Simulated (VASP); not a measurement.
# GaN (F-43m) in VASP: a series of runs

One crystal, GaN, is run at these levels: r2SCAN+D4, r2SCAN; tasks: relaxation of cell and atoms, relaxation of the atoms, single point.

Program: VASP 6.6.1. These are calculated values, not measurements. Logs are shortened: lines on timing, memory, paths and dates and some standing lists are left out, and cuts for length are marked.

**Experimental background.**

A printed reference work, textbook reports, for a bulk crystal of GaN at 0 K: band gap 3.299 eV (direct).

The results are compared with them further down.

## 1. The structure

The structure is cubic, space group F-43m (No. 216). The conventional cell has a = 4.507 Å, b = 4.507 Å, c = 4.507 Å, α = 90.00°, β = 90.00°, γ = 90.00°. Ga (site symmetry -43m) is surrounded by 4 N at 1.95 Å. N (site symmetry -43m) has 4 Ga at 1.95 Å as nearest neighbours.

The cell is a database's computed one.

## 2. Relaxation of cell and atoms, r2SCAN+D4

File INCAR:

```
  PREC = Accurate
  ENCUT = 600
  EDIFF = 1E-7
  ISMEAR = 0
  SIGMA = 0.05
  LREAL = False
  LASPH = True
  NELM = 60
  ALGO = Normal
  ISIF = 3
  LWAVE = False
  LCHARG = False
  METAGGA = R2SCAN
  LMIXTAU = True
  IVDW = 13
  VDW_S6 = 1.0
  VDW_S8 = 0.6018749
  VDW_A1 = 0.51559235
  VDW_A2 = 5.77342911
  IBRION = 2
  NSW = 40
  EDIFFG = -0.005
```

File KPOINTS:

```
regular mesh
0
Gamma
  10 10 10
```

File POSCAR:

```
GaN
1.0
    0.0000000000      2.2535006075      2.2535006075
    2.2535006075      0.0000000000      2.2535006075
    2.2535006075      2.2535006075      0.0000000000
Ga N
1 1
Direct
    0.0000000000      0.0000000000      0.0000000000
    0.2500000000      0.2500000000      0.2500000000
```

Potentials or basis: VASP PAW PBE potentials, release 64 (Ga_d, N).

Command:

```
> cat potpaw_PBE.64/Ga_d/POTCAR potpaw_PBE.64/N/POTCAR > POTCAR
> mpirun -np 1 vasp_std > vasp.out
```

OUTCAR:

```text
PREC = Accurate
   ENCUT = 600
   EDIFF = 1E-7
   ISMEAR = 0
   LREAL = False
   LASPH = True
   NELM = 60
   ISIF = 3
   METAGGA = R2SCAN
   IVDW = 13
   IBRION = 2
   NSW = 40
   EDIFFG = -0.005

 ion  position               nearest neighbor table
   1  0.000  0.000  0.000-   2 1.95   2 1.95   2 1.95   2 1.95
   2  0.250  0.250  0.250-   1 1.95   1 1.95   1 1.95   1 1.95

  LATTYP: Found a face centered cubic cell.
 ALAT       =     4.5070012150

  Lattice vectors:

 A1 = (   0.0000000000,   2.2535006075,   2.2535006075)
 A2 = (   2.2535006075,   0.0000000000,   2.2535006075)
 A3 = (   2.2535006075,   2.2535006075,   0.0000000000)

Analysis of symmetry for initial positions (statically):
=====================================================================
 Subroutine PRICEL returns:
 Original cell was already a primitive cell.

 Routine SETGRP: Setting up the symmetry group for a
 face centered cubic supercell.

 Subroutine GETGRP returns: Found 24 space group operations
 (whereof 24 operations were pure point group operations)
 out of a pool of 48 trial point group operations.

The static configuration has the point symmetry T_d .

Analysis of symmetry for dynamics (positions and initial velocities):
=====================================================================
 Subroutine PRICEL returns:
 Original cell was already a primitive cell.

 Routine SETGRP: Setting up the symmetry group for a
 face centered cubic supercell.

 Subroutine GETGRP returns: Found 24 space group operations
 (whereof 24 operations were pure point group operations)
 out of a pool of 48 trial point group operations.

The dynamic configuration has the point symmetry T_d .

 Subroutine INISYM returns: Found 24 space group operations
 (whereof 24 operations are pure point group operations),
 and found     1 'primitive' translations

----------------------------------------------------------------------------------------

                                     Primitive cell

  volume of cell :      22.8877

  direct lattice vectors                    reciprocal lattice vectors
     0.000000000  2.253500607  2.253500607    -0.221877020  0.221877020  0.221877020
     2.253500607  0.000000000  2.253500607     0.221877020 -0.221877020  0.221877020
     2.253500607  2.253500607  0.000000000     0.221877020  0.221877020 -0.221877020

  length of vectors
     3.186931122  3.186931122  3.186931122     0.384302272  0.384302272  0.384302272

  position of ions in fractional coordinates (direct lattice)
     0.000000000  0.000000000  0.000000000
     0.250000000  0.250000000  0.250000000

  ion indices of the primitive-cell ions
   primitive index   ion index
                 1           1
                 2           2

----------------------------------------------------------------------------------------

 KPOINTS: regular mesh

Automatic generation of k-mesh.
 Grid dimensions read from file:
 generate k-points for:   10   10   10

 Generating k-lattice:

  Cartesian coordinates                     Fractional coordinates (reciprocal lattice)
    -0.022187702  0.022187702  0.022187702     0.100000000  0.000000000  0.000000000
     0.022187702 -0.022187702  0.022187702     0.000000000  0.100000000  0.000000000
     0.022187702  0.022187702 -0.022187702     0.000000000  0.000000000  0.100000000

  Length of vectors
     0.038430227  0.038430227  0.038430227

  Shift w.r.t. Gamma in fractional coordinates (k-lattice)
     0.000000000  0.000000000  0.000000000

 Subroutine IBZKPT returns following result:
 ===========================================

 Found     47 irreducible k-points:

 Following reciprocal coordinates:
            Coordinates               Weight
  0.000000  0.000000  0.000000      1.000000
  0.100000  0.000000  0.000000      8.000000
  0.200000  0.000000  0.000000      8.000000
  0.300000  0.000000  0.000000      8.000000
  0.400000  0.000000  0.000000      8.000000
  0.500000  0.000000  0.000000      4.000000
[... 16 lines left out ...]
  0.300000  0.300000  0.000000      6.000000
  0.400000  0.300000  0.000000     24.000000
 [... further k-points ...]
   k-points           NKPTS =     47   k-points in BZ     NKDIM =     47   number of bands    NBANDS=     13
   number of dos      NEDOS =    301   number of ions     NIONS =      2
   total plane-waves  NPLWV =  21952
   dimension x,y,z NGX =    28 NGY =   28 NGZ =   28
   dimension x,y,z NGXF=    56 NGYF=   56 NGZF=   56
   ions per type =               1   1
   NGX,Y,Z   is equivalent  to a cutoff of  14.61, 14.61, 14.61 a.u.
   NGXF,Y,Z  is equivalent  to a cutoff of  29.21, 29.21, 29.21 a.u.
 SYSTEM =  unknown system
   PREC   = accura    normal or accurate (medium, high low for compatibility)
   ISTART =      0    job   : 0-new  1-cont  2-samecut
   ICHARG =      2    charge: 1-file 2-atom 10-const
   ISPIN  =      1    spin polarized calculation?
   LNONCOLLINEAR =      F non collinear calculations
   LSORBIT =      F    spin-orbit coupling
   LASPH  =      T    aspherical Exc in radial PAW
   ENCUT  =  600.0 eV  44.10 Ry    6.64 a.u.   6.37  6.37  6.37*2*pi/ulx,y,z
   NELM   =     60;   NELMIN=  2; NELMDL= -5     # of ELM steps
   EDIFF  = 0.1E-06   stopping-criterion for ELM
   LREAL  =      F    real-space projection
   EDIFFG = -.5E-02   stopping-criterion for IOM
   NSW    =     40    number of steps for IOM
   IBRION =      2    ionic relax: 0-MD 1-quasi-New 2-CG
   NFREE  =      1    steps in history (QN), initial steepest desc. (CG)
   ISIF   =      3    stress and relaxation
   ISYM   =      2    0-nonsym 1-usesym 2-fastsym
   POTIM  = 0.5000    time-step for ionic-motion
   TEBEG  =    0.0;   TEEND  =   0.0 temperature during run
   PSTRESS=    0.0 pullay stress
   NELECT =      18.0000    total number of electrons
   NUPDOWN=      -1.0000    fix difference up-down
   EMIN   =  10.00;   EMAX   =-10.00  energy-range for DOS
   EFERMI =   0.00;   METHOD = LEGACY
   ISMEAR =     0;   SIGMA  =   0.05  broadening in eV -4-tet -1-fermi 0-gaus
   EFERMI_NEDOS =   21; number of points for ismear=-14 and -15
   IALGO  =     38    algorithm
   IMIX   =      4    mixing-type and parameters
     AMIX     =   0.40;   BMIX     =  1.00
     AMIX_MAG =   1.60;   BMIX_MAG =  1.00
  volume/ion in A,a.u.               =      11.44        77.23
  Fermi-wavevector in a.u.,A,eV,Ry     =   1.511117  2.855596 31.068543  2.283473
  Thomas-Fermi vector in A             =   2.621216
   LORBIT       =      0    0 simple, 1 ext, 2 COOP (PROOUT), +10 PAW based schemes
   METAGGA = R2SCAN    functional components
   LHFCALC =     F    Hartree Fock is set to
   AEXX    =    0.0000 exact exchange contribution
   IVDW    =    13    specifies the selected vdW correction
   LEPSILON=     F    determine dielectric tensor
   LRPA    =     F    only Hartree local field effects (RPA)
 conjugate gradient relaxation of ions
 non-spin polarized calculation
 Gauss-broadening in eV      SIGMA  =   0.05
  energy-cutoff  :      600.00
  volume of cell :       22.89
 maximum number of plane-waves:       785
 NGX is ok and might be reduce to    28
   NGX = 13   NGY = 13   NGZ = 13

--------------------------------------- Ionic step        1  -------------------------------------------

 number of electron      18.0000005 magnetization

 Free energy of the ion-electron system (eV)
  ---------------------------------------------------
  ext. energy  EPLUGINS =         0.00000000
  ---------------------------------------------------
  free energy    TOTEN  =       -21.89820008 eV

  energy without entropy =      -21.89820008  energy(sigma->0) =      -21.89820008

------------------------ aborting loop because EDIFF is reached ----------------------------------------

  DFT-D4 for vdW energy calculation

  Edisp (eV):   -0.29074

  FORCE on cell =-STRESS in cart. coord.  units (eV):
  Direction    XX          YY          ZZ          XY          YZ          ZX
  --------------------------------------------------------------------------------------
  -------------------------------------------------------------------------------------
  Total      -0.28374    -0.28374    -0.28374     0.00000     0.00000    -0.00000
  in kB     -19.86236   -19.86236   -19.86236     0.00000     0.00000    -0.00000
  external pressure =      -19.86 kB  Pullay stress =        0.00 kB
[... 61 lines left out ...]
  energy  without entropy=      -22.1889601612  energy(sigma->0) =      -22.18896016

--------------------------------------- Ionic step        3  -------------------------------------------

 number of electron      18.0000004 magnetization

 Free energy of the ion-electron system (eV)
  ---------------------------------------------------
  ext. energy  EPLUGINS =         0.00000000
  ---------------------------------------------------
  free energy    TOTEN  =       -21.89677224 eV

  energy without entropy =      -21.89677224  energy(sigma->0) =      -21.89677224

 E-fermi :   5.4212     XC(G=0): -12.6960

 val. band max:        5.1298755561   @ k =   0.0000   0.0000   0.0000
 cond. band min:       7.3187457668   @ k =   0.0000   0.0000   0.0000
 fundamental gap:      2.1888702107
 Fermi energy:         5.4212037768

 k-point     1 :       0.0000    0.0000    0.0000
  band No.  band energies     occupation
      1     -11.6910      2.00000
      2      -8.7101      2.00000
      3      -8.7101      2.00000
      4      -8.7101      2.00000
      5      -8.3480      2.00000
      6      -8.3480      2.00000
      7       5.1299      2.00000
      8       5.1299      2.00000
      9       5.1299      2.00000
     10       7.3187      0.00000
     11      16.2026      0.00000
     12      16.2026      0.00000
     13      16.2026      0.00000
[... 353 lines left out ...]
 k-point    24 :       0.4000    0.3000    0.0000
  band No.  band energies     occupation
      1     -10.6139      2.00000
      2      -8.5539      2.00000
      3      -8.4675      2.00000
      4      -8.4643      2.00000
      5      -8.2844      2.00000
      6      -7.5332      2.00000
      7      -0.0176      2.00000
      8       2.5655      2.00000
      9       2.8880      2.00000
     10      10.0682      0.00000
     11      12.9704      0.00000
     12      16.7298      0.00000
     13      18.9583      0.00000

 [... further k-points ...]

------------------------ aborting loop because EDIFF is reached ----------------------------------------

  DFT-D4 for vdW energy calculation

  Edisp (eV):   -0.29367

  FORCE on cell =-STRESS in cart. coord.  units (eV):
  Direction    XX          YY          ZZ          XY          YZ          ZX
  --------------------------------------------------------------------------------------
  -------------------------------------------------------------------------------------
  Total       0.00853     0.00853     0.00853     0.00000    -0.00000     0.00000
  in kB       0.60342     0.60342     0.60342     0.00000    -0.00000     0.00000
  external pressure =        0.60 kB  Pullay stress =        0.00 kB
[... 17 lines left out ...]
  FREE ENERGIE OF THE ION-ELECTRON SYSTEM (eV)
  ---------------------------------------------------
  free  energy   TOTEN  =       -22.1904450571 eV

  energy  without entropy=      -22.1904450571  energy(sigma->0) =      -22.19044506

 reached required accuracy - stopping structural energy minimisation
```

It took 3.1 min on 1 thread of Intel Xeon Platinum 8488C (Sapphire Rapids), shared host; peak memory 0.18 GiB.

Results:

```yaml
Free_energy: -22.1904 eV
Relaxed_volume: 11.33 Å³/atom
Relaxed_cell: a = 3.176 Å, b = 3.176 Å, c = 3.176 Å, α = 60.00°, β = 60.00°, γ = 60.00°
Space_group_after_relaxing_to_0.05_Å: F-43m (No. 216)
Energy_gained_by_relaxing: 0.8 meV/atom
Ionic_steps: 3
Pressure_after_relaxing: 0.1 GPa
Band_gap_on_the_k_mesh: 2.19 eV, direct
Dispersion_energy_per_atom: -0.147 eV
```

Step by step:
| step | energy change (eV) | largest force (eV/Å) | pressure (GPa) | volume (Å³) |
| --- | --- | --- | --- | --- |
| 1 | 0.0000 | 0.0000 | -1.99 | 22.89 |
| 2 | 0.0000 | 0.0000 | 2.10 | 22.42 |
| 3 | -0.0015 | 0.0000 | 0.06 | 22.65 |

Final structure:
```cif
data_structure
_symmetry_space_group_name_H-M 'P 1'
_symmetry_Int_Tables_number 1
_cell_length_a 3.1759
_cell_length_b 3.1759
_cell_length_c 3.1759
_cell_angle_alpha 60.000
_cell_angle_beta 60.000
_cell_angle_gamma 60.000
_cell_volume 22.65
loop_
_atom_site_label
_atom_site_type_symbol
_atom_site_fract_x
_atom_site_fract_y
_atom_site_fract_z
_atom_site_occupancy
Ga1 Ga 0.00000 0.00000 0.00000 1
N1 N 0.25000 0.25000 0.25000 1
```

Caveat: the PAW data sets were made with another functional, which shifts forces and pressure a little. r2SCAN opens gaps a little over a GGA but as a rule still falls short of measured ones.

## 3. Relaxation of the atoms, r2SCAN (atoms moved at random, drawn with an rms of 0.1 Å)

File INCAR:

```
SYSTEM = GaN
  PREC = Accurate
  ENCUT = 520
  EDIFF = 1E-6
  ISMEAR = 0
  SIGMA = 0.05
  LREAL = .FALSE.
  LASPH = .TRUE.
  NELM = 80
  ALGO = Normal
  ISIF = 2
  LWAVE = .FALSE.
  LCHARG = .FALSE.
  METAGGA = R2SCAN
  LMIXTAU = .TRUE.
  IBRION = 2
  NSW = 60
  EDIFFG = -0.01
```

File KPOINTS:

```
regular mesh
0
G
  10 10 10
  0 0 0
```

File POSCAR:

```
GaN
1.0
    0.0000000000      2.2535006075      2.2535006075
    2.2535006075      0.0000000000      2.2535006075
    2.2535006075      2.2535006075      0.0000000000
Ga N
1 1
Direct
    0.0191000000      0.0012910000     -0.0313780000
    0.2431570000      0.2403280000      0.2306880000
```

Potentials or basis: VASP PAW PBE potentials, release 64 (Ga_d, N).

Command:

```
> cat potpaw_PBE.64/Ga_d/POTCAR potpaw_PBE.64/N/POTCAR > POTCAR
> mpirun -np 1 vasp_std > vasp.out
```

It took 15 min on 1 thread of Intel Xeon Platinum 8488C (Sapphire Rapids), shared host; peak memory 0.29 GiB.

Results (log left out):

* Free energy: -21.8973 eV
* Energy gained by relaxing: 25.1 meV/atom
* Ionic steps: 7
* Pressure after relaxing: -0.1 GPa
* Largest force after relaxing: 0.006 eV/Å
* Band gap on the k mesh: 2.12 eV, direct

Forces in eV/Å, atoms in the order of the input:
```
Ga  -0.004 -0.001 -0.004
N    0.004  0.001  0.004
```

Stress tensor (GPa, compression positive):
```
-0.06  0.02  0.02
 0.02 -0.15  0.02
 0.02  0.02 -0.15
```

The path:
| step | energy change (eV) | largest force (eV/Å) | pressure (GPa) |
| --- | --- | --- | --- |
| 1 | 0.0000 | 1.1407 | 0.64 |
| 2 | -0.0466 | 0.2975 | -0.08 |
| 3 | -0.0495 | 0.1342 | -0.11 |
| 4 | -0.0502 | 0.0321 | -0.11 |
| 5 | -0.0502 | 0.0162 | -0.11 |
| 6 | -0.0502 | 0.0162 | -0.12 |
| 7 | -0.0502 | 0.0056 | -0.12 |

Final structure:
```
Ga N
1.0
     0.00000    2.25350    2.25350
     2.25350    0.00000    2.25350
     2.25350    2.25350    0.00000
Ga N
1 1
Direct
  0.00622 0.99578 0.97460
  0.25604 0.24584 0.22471
```

Levels at points of the mesh, in eV from the valence-band top:
```
           k point  band 5  band 6  band 7  band 8  band 9  band 10  band 11  band 12  band 13
(0.00, 0.00, 0.00)  -13.48  -13.48    0.00    0.00    0.00     2.12    11.00    11.00    11.00
(0.50, 0.00, 0.00)  -13.44  -12.35   -7.16   -1.00   -1.00     5.16     9.44    11.00    11.00
(0.00, 0.50, 0.00)  -13.44  -12.35   -7.16   -1.00   -1.00     5.16     9.44    11.00    11.00
(0.00, 0.00, 0.50)  -13.44  -12.35   -7.16   -1.00   -1.00     5.16     9.44    11.00    11.00
(0.50, 0.50, 0.50)  -13.44  -12.35   -7.16   -1.00   -1.00     5.16     9.44    11.00    11.00
(0.50, 0.50, 0.00)  -13.40  -11.97   -6.22   -2.78   -2.78     3.77     7.24    12.58    14.94
(0.00, 0.50, 0.50)  -13.40  -11.97   -6.22   -2.78   -2.78     3.77     7.24    12.58    14.94
(0.50, 0.00, 0.50)  -13.40  -11.97   -6.22   -2.78   -2.78     3.77     7.24    12.58    14.94
```

Caveat: the PAW data sets were made with another functional, which shifts forces and pressure a little.

## 4. Single point, r2SCAN

File INCAR:

```
SYSTEM = GaN
ALGO = Normal
EDIFF = 1E-6
ENCUT = 520
ISIF = 2
ISMEAR = -1
LASPH = .True.
LCHARG = .True.
LELF = .True.
LMIXTAU = .True.
LREAL = .False.
LVHAR = .True.
LWAVE = .False.
METAGGA = R2SCAN
NBANDS = 16
NELM = 60
PREC = Accurate
SIGMA = 0.05
```

File KPOINTS:

```
k-points
0
Gamma
  10 10 10
  0 0 0
```

File POSCAR:

```
GaN
1.0
    0.0000000000      2.2535006075      2.2535006075
    2.2535006075      0.0000000000      2.2535006075
    2.2535006075      2.2535006075      0.0000000000
Ga N
1 1
Direct
    0.0000000000      0.0000000000      0.0000000000
    0.2500000000      0.2500000000      0.2500000000
```

Command:

```
> cat potpaw_PBE.64/Ga_d/POTCAR potpaw_PBE.64/N/POTCAR > POTCAR
> mpirun -np 1 vasp_std > vasp.out
```

Wall time 46 s (1 thread of Intel Xeon Platinum 8488C (Sapphire Rapids), shared host); peak memory 0.15 GiB.

It converged, with:

| Quantity | Value |
| --- | --- |
| Free energy | -21.8969 eV |
| Pressure | -0.1 GPa |
| Band gap on the k mesh | 2.12 eV, direct |

Levels at points of the mesh, in eV from the valence-band top:
```tsv
k point	band 5	band 6	band 7	band 8	band 9	band 10	band 11	band 12	band 13	band 14
(0.00, 0.00, 0.00)	-13.48	-13.48	0.00	0.00	0.00	2.12	11.00	11.00	11.00	18.55
(0.50, 0.00, 0.00)	-13.43	-12.35	-7.16	-1.00	-1.00	5.16	9.44	11.00	11.00	16.50
(0.50, 0.50, 0.00)	-13.40	-11.97	-6.22	-2.78	-2.78	3.77	7.24	12.58	14.94	14.94
```

Caveat: the PAW data sets were made with another functional, which shifts forces and pressure a little.

## 5. For comparison

An earlier run on the cell as given: functional PBE; potentials or basis VASP PAW PBE potentials, release 64 (Ga_d, N); cutoff 520 eV; k mesh 10 × 10 × 10; occupations fermi-dirac, width 0.05 eV; no spin polarisation.

- Pressure: 5.1 GPa
- Band gap on the k mesh: 1.72 eV, direct

## 6. Overview

```tsv
task	level	cell	cutoff (eV)	smearing	gap on the mesh (eV)	pressure (GPa)
relaxation of cell and atoms	r2SCAN+D4	relaxed	600	gaussian 0.05 eV	2.19	0.1
relaxation of the atoms	r2SCAN	atoms relaxed from: atoms moved at random, drawn with an rms of 0.1 Å	520	gaussian 0.05 eV	2.12	-0.1
single point	r2SCAN	as given	520	fermi-dirac 0.05 eV	2.12	-0.1
single point	PBE	as given	520	fermi-dirac 0.05 eV	1.72	5.1
```

Alike in all rows: potentials or basis VASP PAW PBE potentials, release 64 (Ga_d, N); no spin polarisation; k mesh 10 × 10 × 10.

Caveats: the PAW data sets were made with another functional, which shifts forces and pressure a little (some runs).

Total energies depend on the potentials used, so only differences within one code and one set of settings carry meaning.

## 7. How close it comes

Step 4. A measured gap of GaN is 3.299 eV (direct; 0 K; a printed reference work, textbook); the calculated 2.12 eV misses it by -1.18 eV. Spin-orbit coupling on Ga is left out. The value is that of r2SCAN, without temperature or zero-point motion. The cell is a database's relaxed one, not the measured one, which moves gaps too.
